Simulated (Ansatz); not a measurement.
GaSb:

```
Sb Ga
1.0
     0.00000    3.05900    3.05900
     3.05900    0.00000    3.05900
     3.05900    3.05900    0.00000
Sb Ga
1 1
Direct
  0.75000 0.75000 0.75000
  0.00000 0.00000 0.00000
```

| Item | Value |
| --- | --- |
| Program | Ansatz 0.2.0 |
| Task | relaxation of cell and atoms |
| Functional | RPBE |
| Dispersion | D3(BJ) |
| Potentials or basis | all-electron LAPW, scalar-relativistic |
| Basis error allowed | 0.001 eV/atom |
| k mesh | 8 × 8 × 8 |
| Occupations | fermi-dirac, width 0.05 eV |
| Spin | no spin polarisation |

At the start: volume 28.62 Å³/atom.

Problem. Where does the relaxation end?

Solution. Over 5 steps the energy falls by 57.9 meV/atom and the volume is 25.67 Å³/atom (-10.3 %); space group F-43m (No. 216, to 0.05 Å).

The path:
| step | energy change (eV) | largest force (eV/Å) | volume (Å³) |
| --- | --- | --- | --- |
| 1 | 0.0000 | 0.0000 | 57.25 |
| 2 | -0.0990 | 0.0000 | 49.33 |
| 3 | -0.1151 | 0.0000 | 51.71 |
| 4 | -0.1158 | 0.0000 | 51.33 |
| 5 | -0.1158 | 0.0000 | 51.33 |

Final structure:
```
CELL_PARAMETERS angstrom
0.00000 2.94972 2.94972
2.94972 0.00000 2.94972
2.94972 2.94972 0.00000
ATOMIC_POSITIONS crystal
Sb 0.75000 0.75000 0.75000
Ga 0.00000 0.00000 0.00000
```

Caveat: the volume moved by -10 % from the deposited cell, more than functionals usually miss.
